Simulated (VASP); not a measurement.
# BN (R3m) in VASP: notebook

One crystal, BN, is run at these levels: PBE, PBE0; tasks: evGW0 quasiparticle levels, band structure.

All numbers are computed with VASP 6.6.1; they aren't measurements. Logs are shortened: lines on timing, memory, paths and dates and some standing lists are left out, and cuts for length are marked.

### Step 1. Starting point

It takes space group R3m (No. 160, trigonal). The conventional cell has a = 2.502 Å, b = 2.502 Å, c = 10.119 Å, α = 90.00°, β = 90.00°, γ = 120.00°. N (site symmetry 3m) has 3 B at 1.44 Å as nearest neighbours. Around B (site symmetry 3m) lie 3 N at 1.44 Å.

The cell is a database's computed one.

### Step 2. EvGW0 quasiparticle levels, PBE

POSCAR reads:

```
BN
1.0
    1.2511217832      0.7223354983      3.3729344033
   -1.2511217832      0.7223354983      3.3729344033
    0.0000000000     -1.4446709966      3.3729344033
N B
1 1
Direct
    0.6672382000      0.6672382000      0.6672382000
    0.0003288000      0.0003288000      0.0003288000
```

INCAR.step1 reads:

```
SYSTEM = BN
ALGO = Normal
EDIFF = 1E-8
ENCUT = 450
GGA = PE
ISMEAR = 0
LASPH = .TRUE.
LCHARG = .FALSE.
LREAL = .FALSE.
LWAVE = .TRUE.
NELM = 60
PREC = Accurate
SIGMA = 0.01
```

INCAR.step2 reads:

```
SYSTEM = BN
ALGO = Exact
EDIFF = 1E-8
ENCUT = 450
GGA = PE
ISMEAR = 0
ISTART = 1
LASPH = .TRUE.
LCHARG = .FALSE.
LOPTICS = .TRUE.
LREAL = .FALSE.
LWAVE = .TRUE.
NBANDS = 58
NELM = 1
PREC = Accurate
SIGMA = 0.01
```

INCAR.step3 reads:

```
SYSTEM = BN
ALGO = EVGW0
EDIFF = 1E-8
ENCUT = 450
ENCUTGW = 120
GGA = PE
ISMEAR = 0
ISTART = 1
LASPH = .TRUE.
LCHARG = .FALSE.
LREAL = .FALSE.
LWAVE = .FALSE.
NBANDS = 58
NBANDSGW = 12
NELMGW = 4
NOMEGA = 50
PREC = Accurate
PRECFOCK = Fast
SIGMA = 0.01
```

KPOINTS reads:

```
k-points
0
G
  6 6 6
  0 0 0
```

Potentials or basis: VASP PAW PBE potentials, release 64 (N_GW, B_GW).

Command:

```console
> cat potpaw_PBE.64/N_GW/POTCAR potpaw_PBE.64/B_GW/POTCAR > POTCAR
> cp INCAR.step1 INCAR
> mpirun -np 1 vasp_std > vasp.out
> cp INCAR.step2 INCAR
> mpirun -np 1 vasp_std > vasp.out
> cp INCAR.step3 INCAR
> mpirun -np 1 vasp_std > vasp.out
```

OUTCAR:

```text
SYSTEM = BN
   EDIFF = 1E-8
   ENCUT = 450
   ENCUTGW = 120
   GGA = PE
   ISMEAR = 0
   ISTART = 1
   LASPH = .TRUE.
   LREAL = .FALSE.
   NELMGW = 4
   PREC = Accurate
   PRECFOCK = Fast

 ion  position               nearest neighbor table
   1  0.667  0.667  0.667-   2 1.44   2 1.44   2 1.44
   2  0.000  0.000  0.000-   1 1.44   1 1.44   1 1.44

  LATTYP: Found a trigonal (rhomboedric) cell.
 ALAT       =     3.6692997666
 COS(alpha) =     0.7674786797

  Lattice vectors:

 A1 = (   1.2511217832,   0.7223354983,   3.3729344033)
 A2 = (  -1.2511217832,   0.7223354983,   3.3729344033)
 A3 = (   0.0000000000,  -1.4446709966,   3.3729344033)

Analysis of symmetry for initial positions (statically):
=====================================================================
 Subroutine PRICEL returns:
 Original cell was already a primitive cell.

 Routine SETGRP: Setting up the symmetry group for a
 trigonal (rhombohedral) supercell.

 Subroutine GETGRP returns: Found  6 space group operations
 (whereof  6 operations were pure point group operations)
 out of a pool of 12 trial point group operations.

The static configuration has the point symmetry C_3v.

Analysis of symmetry for dynamics (positions and initial velocities):
=====================================================================
 Subroutine PRICEL returns:
 Original cell was already a primitive cell.

 Routine SETGRP: Setting up the symmetry group for a
 trigonal (rhombohedral) supercell.

 Subroutine GETGRP returns: Found  6 space group operations
 (whereof  6 operations were pure point group operations)
 out of a pool of 12 trial point group operations.

The dynamic configuration has the point symmetry C_3v.

 Subroutine INISYM returns: Found  6 space group operations
 (whereof  6 operations are pure point group operations),
 and found     1 'primitive' translations

----------------------------------------------------------------------------------------

                                     Primitive cell

  volume of cell :      18.2893

  direct lattice vectors                    reciprocal lattice vectors
     1.251121783  0.722335498  3.372934403     0.399641351  0.230733042  0.098825916
    -1.251121783  0.722335498  3.372934403    -0.399641351  0.230733042  0.098825916
     0.000000000 -1.444670997  3.372934403     0.000000000 -0.461466083  0.098825916

  length of vectors
     3.669299767  3.669299767  3.669299767     0.471929558  0.471929558  0.471929558

  position of ions in fractional coordinates (direct lattice)
     0.667238200  0.667238200  0.667238200
     0.000328800  0.000328800  0.000328800

  ion indices of the primitive-cell ions
   primitive index   ion index
                 1           1
                 2           2

----------------------------------------------------------------------------------------

 KPOINTS: k-points

Automatic generation of k-mesh.
 Grid dimensions read from file:
 generate k-points for:    6    6    6

 Generating k-lattice:

  Cartesian coordinates                     Fractional coordinates (reciprocal lattice)
     0.066606892  0.038455507  0.016470986     0.166666667  0.000000000  0.000000000
    -0.066606892  0.038455507  0.016470986     0.000000000  0.166666667  0.000000000
     0.000000000 -0.076911014  0.016470986     0.000000000  0.000000000  0.166666667

  Length of vectors
     0.078654926  0.078654926  0.078654926

  Shift w.r.t. Gamma in fractional coordinates (k-lattice)
     0.000000000  0.000000000  0.000000000

 Subroutine IBZKPT returns following result:
 ===========================================

 Found     32 irreducible k-points:

 Following reciprocal coordinates:
            Coordinates               Weight
  0.000000  0.000000  0.000000      1.000000
  0.166667 -0.000000  0.000000      6.000000
  0.333333 -0.000000  0.000000      6.000000
  0.500000 -0.000000 -0.000000      3.000000
  0.166667  0.166667  0.000000      6.000000
  0.333333  0.166667  0.000000     12.000000
[... 16 lines left out ...]
  0.500000  0.500000  0.166667      6.000000
 -0.333333  0.500000  0.166667     12.000000
 [... further k-points ...]
   k-points           NKPTS =     32   k-points in BZ     NKDIM =    216   number of bands    NBANDS=     58
   number of dos      NEDOS =    301   number of ions     NIONS =      2
   total plane-waves  NPLWV =  21952
   dimension x,y,z NGX =    28 NGY =   28 NGZ =   28
   dimension x,y,z NGXF=    56 NGYF=   56 NGZF=   56
   ions per type =               1   1
   NGX,Y,Z   is equivalent  to a cutoff of  12.69, 12.69, 12.69 a.u.
   NGXF,Y,Z  is equivalent  to a cutoff of  25.37, 25.37, 25.37 a.u.
 SYSTEM =  BN
   PREC   = accura    normal or accurate (medium, high low for compatibility)
   ISTART =      1    job   : 0-new  1-cont  2-samecut
   ICHARG =      0    charge: 1-file 2-atom 10-const
   ISPIN  =      1    spin polarized calculation?
   LNONCOLLINEAR =      F non collinear calculations
   LSORBIT =      F    spin-orbit coupling
   LASPH  =      T    aspherical Exc in radial PAW
   ENCUT  =  450.0 eV  33.07 Ry    5.75 a.u.   6.35  6.35  6.35*2*pi/ulx,y,z
   NELM   =     60;   NELMIN=  2; NELMDL=  0     # of ELM steps
   EDIFF  = 0.1E-07   stopping-criterion for ELM
   LREAL  =      F    real-space projection
   EDIFFG = 0.1E-06   stopping-criterion for IOM
   NSW    =      0    number of steps for IOM
   IBRION =     -1    ionic relax: 0-MD 1-quasi-New 2-CG
   NFREE  =      0    steps in history (QN), initial steepest desc. (CG)
   ISIF   =      0    stress and relaxation
   ISYM   =      3    0-nonsym 1-usesym 2-fastsym
   POTIM  = 0.5000    time-step for ionic-motion
   TEBEG  =    0.0;   TEEND  =   0.0 temperature during run
   PSTRESS=    0.0 pullay stress
   NELECT =       8.0000    total number of electrons
   NUPDOWN=      -1.0000    fix difference up-down
   EMIN   =  10.00;   EMAX   =-10.00  energy-range for DOS
   EFERMI =   0.00;   METHOD = LEGACY
   ISMEAR =     0;   SIGMA  =   0.01  broadening in eV -4-tet -1-fermi 0-gaus
   EFERMI_NEDOS =   21; number of points for ismear=-14 and -15
   IALGO  =     38    algorithm
   IMIX   =      4    mixing-type and parameters
     AMIX     =   0.40;   BMIX     =  1.00
     AMIX_MAG =   1.60;   BMIX_MAG =  1.00
  volume/ion in A,a.u.               =       9.14        61.71
  Fermi-wavevector in a.u.,A,eV,Ry     =   1.242717  2.348395 21.012099  1.544346
  Thomas-Fermi vector in A             =   2.377059
   LORBIT       =      0    0 simple, 1 ext, 2 COOP (PROOUT), +10 PAW based schemes
   GGA     = PE    functional components
   LHFCALC =     T    Hartree Fock is set to
   PRECFOCK=fast      Normal, Fast or Accurate (Low or Medium for compatibility)
   ENCUT4O =  -1.0   cutoff for four orbital integrals eV
   NKREDX  =     1    reduce k-point grid by
   NKREDY  =     1    reduce k-point grid by
   NKREDZ  =     1    reduce k-point grid by
   AEXX    =    1.0000 exact exchange contribution
   HFSCREEN=    0.0000 screening length (either q_TF or 0.3 A-1)
   HFSCREENC=   0.0000 screening length for correlation (either q_TF or 0.3 A-1)
   ENCUTFOCK=  -1.0 apply spherical cutoff to Coloumb kernel
   IVDW    =     0    specifies the selected vdW correction
   LEPSILON=     F    determine dielectric tensor
   LRPA    =     F    only Hartree local field effects (RPA)
   LRPAFORCE           =     F    calculate RPA forces
   ENCUTGW             = 120.0    cutoff for response function in eV
   ENCUTGWSOFT         =  96.0    soft cutoff for Coulomb kernel in GW response function in eV
   ENCUTLF             =  -1.0    cutoff for local field effects
   NELMGW              =     4    number of iterations in solving QP/BSE equation
   NELMHF              =     1    number of iterations in the inner HF iteration
   NKREDLFX            =     1    NKREDLFY  =   1   NKREDLFZ  =   1
 non-spin polarized calculation
 Gauss-broadening in eV      SIGMA  =   0.01
  energy-cutoff  :      450.00
  volume of cell :       18.29
 maximum number of plane-waves:       417
 NGX is ok and might be reduce to    28
  NGX = 14; NGY = 14; NGZ = 14
   NGX = 13   NGY = 13   NGZ = 13
 maximum number of plane-waves:        60
 NGX is ok and might be reduce to    14

 QP shifts <psi_nk| G(iteration)W_0 |psi_nk>: iteration 1
 for sc-GW calculations column KS-energies equals QP-energies in previous step
 and V_xc(KS)=  KS-energies - (<T + V_ion + V_H > + <T+V_H+V_ion>^1  + <V_x>^1)

 k-point   1 :       0.0000    0.0000    0.0000
  band No.  KS-energies  QP-energies   sigma(KS)   V_xc(KS)     V^pw_x(r,r')   Z            occupation Imag(sigma)

      1     -15.6103     -17.4133     -18.4323     -15.9631     -26.6380       0.7302       2.0000       1.2980
      2      -2.0052      -3.1419     -15.8657     -14.3381     -19.4584       0.7441       2.0000       0.1967
      3       0.8838      -0.0527     -19.3660     -18.1934     -22.6331       0.7987       2.0000       0.0980
      4       0.8838      -0.0527     -19.3660     -18.1934     -22.6331       0.7987       2.0000       0.0980
      5       7.3433       7.6270      -8.0860      -8.4239      -4.2797       0.8395       0.0000      -0.0907
      6      13.8621      15.6829     -12.0596     -14.3148      -7.2451       0.8074       0.0000      -0.1192
      7      13.8621      15.6829     -12.0596     -14.3148      -7.2451       0.8074       0.0000      -0.1192
      8      15.3299      16.8067     -13.0247     -15.0070      -6.1736       0.7449       0.0000      -0.6782
      9      16.9124      18.2118     -12.2453     -13.9235      -6.5535       0.7742       0.0000      -0.2348
     10      28.0965      28.9389      -9.1083     -10.1703      -2.6412       0.7932       0.0000      -0.9734
     11      30.1245      30.9324      -8.4039      -9.4114      -1.9316       0.8018       0.0000      -0.9872
     12      31.1852      32.3048      -8.9241     -10.2890      -3.3083       0.8203       0.0000      -0.9109

 k-point   2 :       0.1667   -0.0000    0.0000
  band No.  KS-energies  QP-energies   sigma(KS)   V_xc(KS)     V^pw_x(r,r')   Z            occupation Imag(sigma)
[... 1517 lines left out ...]
      1     -14.5715     -14.5862     -19.4480       4.8575     -26.9772       0.7739       2.0000       1.1121
      2      -7.6313      -7.6441     -17.5757       9.9270     -22.5017       0.7365       2.0000       0.3191
      3      -4.7133      -4.7233     -18.1383      13.4119     -22.3008       0.7634       2.0000       0.1701
      4      -0.5774      -0.5824     -15.6469      15.0631     -18.3299       0.7826       2.0000       0.1144
      5       8.6618       8.6645     -11.0405      19.7057      -6.8487       0.8051       0.0000      -0.1077
      6      15.7535      15.7585     -11.7817      27.5415      -6.5648       0.7890       0.0000      -0.1948
      7      16.9876      16.9916      -8.7791      25.7716      -3.7762       0.8206       0.0000      -0.2905
      8      19.8454      19.8511     -10.8892      30.7418      -5.0510       0.7883       0.0000      -0.4482
      9      23.0960      23.1004     -10.0329      33.1342      -4.0555       0.8164       0.0000      -0.6018
     10      24.8342      24.8391     -11.0030      35.8432      -4.6943       0.8123       0.0000      -0.7151
     11      26.1923      26.1954      -9.0126      35.2087      -3.4703       0.8370       0.0000      -0.6350
     12      28.2693      28.2726      -8.7870      37.0604      -3.0297       0.8230       0.0000      -0.7289

 [... further k-points ...]
```

It took 5 min on 1 thread of Intel Xeon 6975P-C (Granite Rapids), shared host; peak memory 0.29 GiB.

Results:

- Band gap on the k mesh, mean-field level: 4.29 eV, indirect (least direct gap 4.71 eV)
- Quasiparticle gap: 6.09 eV
- Least direct quasiparticle gap: 6.67 eV

Levels at points of the mesh, in eV from the valence-band top:
| k point | band 1 | band 2 | band 3 | band 4 | band 5 | band 6 | band 7 | band 8 |
| --- | --- | --- | --- | --- | --- | --- | --- | --- |
| (0.00, 0.00, 0.00) | -17.78 | -4.18 | -1.29 | -1.29 | 5.17 | 11.69 | 11.69 | 13.16 |
| (0.50, 0.00, 0.00) | -14.59 | -8.93 | -4.07 | -0.60 | 5.29 | 9.93 | 13.09 | 15.03 |
| (0.50, 0.50, 0.00) | -14.53 | -8.81 | -4.13 | -1.17 | 4.29 | 9.92 | 14.26 | 17.57 |
| (0.50, 0.50, 0.50) | -17.52 | -6.13 | -1.30 | -1.30 | 10.12 | 11.62 | 11.62 | 12.24 |

Quasiparticle gap after each update of the energies (eV): 5.81, 6.05, 6.09, 6.09

Caveat: the k mesh is coarse (spacing up to 0.49 Å⁻¹), so the values aren't converged; the cutoff is under 1.25 times the usual one of these potentials, so pressure, stress and relaxed cells hold a basis-set (Pulay) error; bands, screening cutoff and mesh are small and nothing is extrapolated, so the quasiparticle values aren't converged. A k mesh can miss the band edges.

### Step 3. Band structure, PBE0

POSCAR is that of step 2.

INCAR.step1 reads:

```
SYSTEM = BN
  ALGO = Normal
  EDIFF = 1E-5
  ENCUT = 520
  GGA = PE
  ISIF = 2
  ISMEAR = 0
  LASPH = .True.
  LCHARG = .False.
  LREAL = .False.
  LWAVE = .True.
  NBANDS = 11
  NELM = 60
  PREC = Accurate
  SIGMA = 0.02
```

INCAR.step2 reads:

```
SYSTEM = BN
  AEXX = 0.25
  ALGO = Normal
  EDIFF = 1E-7
  ENCUT = 520
  GGA = PE
  HFRCUT = -1
  ISIF = 2
  ISMEAR = 0
  ISTART = 1
  LASPH = .True.
  LCHARG = .False.
  LHFCALC = .True.
  LREAL = .False.
  LWAVE = .False.
  NBANDS = 11
  NELM = 60
  PREC = Accurate
  PRECFOCK = Fast
  SIGMA = 0.02
```

KPOINTS reads:

```
k-points
0
Gamma
  8 8 8
  0 0 0
```

KPOINTS_OPT reads:

```
path GLB1,BZGX,QFP1Z,LP
12
line-mode
reciprocal
 0.0000000000  0.0000000000  0.0000000000  G
 0.5000000000  0.0000000000  0.0000000000  L

 0.5000000000  0.0000000000  0.0000000000  L
 0.5000000000  0.1972419765 -0.1972419765  B1

 0.8027580235  0.5000000000  0.1972419765  B
 0.5000000000  0.5000000000  0.5000000000  Z

 0.5000000000  0.5000000000  0.5000000000  Z
 0.0000000000  0.0000000000  0.0000000000  G

 0.0000000000  0.0000000000  0.0000000000  G
 0.3486209883  0.0000000000 -0.3486209883  X

 0.6513790117  0.3486209883  0.0000000000  Q
 0.5000000000  0.5000000000  0.0000000000  F

 0.5000000000  0.5000000000  0.0000000000  F
 0.6513790117  0.6513790117  0.1972419765  P1

 0.6513790117  0.6513790117  0.1972419765  P1
 0.5000000000  0.5000000000  0.5000000000  Z

 0.5000000000  0.0000000000  0.0000000000  L
 0.8027580235  0.3486209883  0.3486209883  P
```

Potentials or basis: VASP PAW PBE potentials, release 64 (N, B).

Command:

```console
> cat potpaw_PBE.64/N/POTCAR potpaw_PBE.64/B/POTCAR > POTCAR
> cp INCAR.step1 INCAR
> mpirun -np 1 vasp_std > vasp.out
> cp INCAR.step2 INCAR
> mpirun -np 1 vasp_std > vasp.out
```

It took 46 min on 1 thread of Intel Xeon Platinum 8488C (Sapphire Rapids), shared host; peak memory 0.22 GiB.

Results (log left out):

- Free energy: -21.3410 eV
- Pressure: -1.2 GPa
- Largest force: 0.007 eV/Å
- Band gap on the k mesh: 6.31 eV, indirect (least direct gap 7.09 eV)
- Band gap along the path: 6.24 eV, indirect (least direct gap 6.85 eV)

Forces in eV/Å, atoms in the order of the input:
```
N    0.000  0.000 -0.007
B    0.000  0.000  0.007
```

Stress tensor (GPa, compression positive):
```
-2.65  0.00  0.00
 0.00 -2.65  0.00
 0.00  0.00  1.62
```

Levels at the corners of the path, in eV from the valence-band top:
| point | band 2 | band 3 | band 4 | band 5 | band 6 | band 7 |
| --- | --- | --- | --- | --- | --- | --- |
| Γ | -4.67 | -1.61 | -1.61 | 6.99 | 14.15 | 14.15 |
| L | -9.95 | -4.63 | -0.72 | 7.38 | 12.21 | 15.25 |
| L | -9.95 | -4.63 | -0.72 | 7.38 | 12.21 | 15.25 |
| B1 | -8.82 | -7.73 | -0.45 | 6.90 | 14.53 | 16.52 |
| B | -8.82 | -7.73 | -0.45 | 6.90 | 14.53 | 16.52 |
| Z | -6.81 | -1.62 | -1.62 | 12.49 | 14.07 | 14.07 |
| Z | -6.81 | -1.62 | -1.62 | 12.49 | 14.07 | 14.07 |
| Γ | -4.67 | -1.61 | -1.61 | 6.99 | 14.15 | 14.15 |
| Γ | -4.67 | -1.61 | -1.61 | 6.99 | 14.15 | 14.15 |
| X | -8.78 | -7.94 | -0.18 | 6.73 | 14.47 | 16.21 |
| Q | -8.78 | -7.94 | -0.18 | 6.73 | 14.47 | 16.21 |
| F | -9.82 | -4.69 | -1.35 | 6.24 | 12.19 | 16.57 |
| F | -9.82 | -4.69 | -1.35 | 6.24 | 12.19 | 16.57 |
| P1 | -9.66 | -4.63 | -1.68 | 7.04 | 12.25 | 16.59 |
| P1 | -9.66 | -4.63 | -1.68 | 7.04 | 12.25 | 16.59 |
| Z | -6.81 | -1.62 | -1.62 | 12.49 | 14.07 | 14.07 |
| L | -9.95 | -4.63 | -0.72 | 7.38 | 12.21 | 15.25 |
| P | -9.66 | -4.63 | -1.68 | 7.04 | 12.25 | 16.59 |

Caveat: the PAW data sets were made with another functional, which shifts forces and pressure a little.
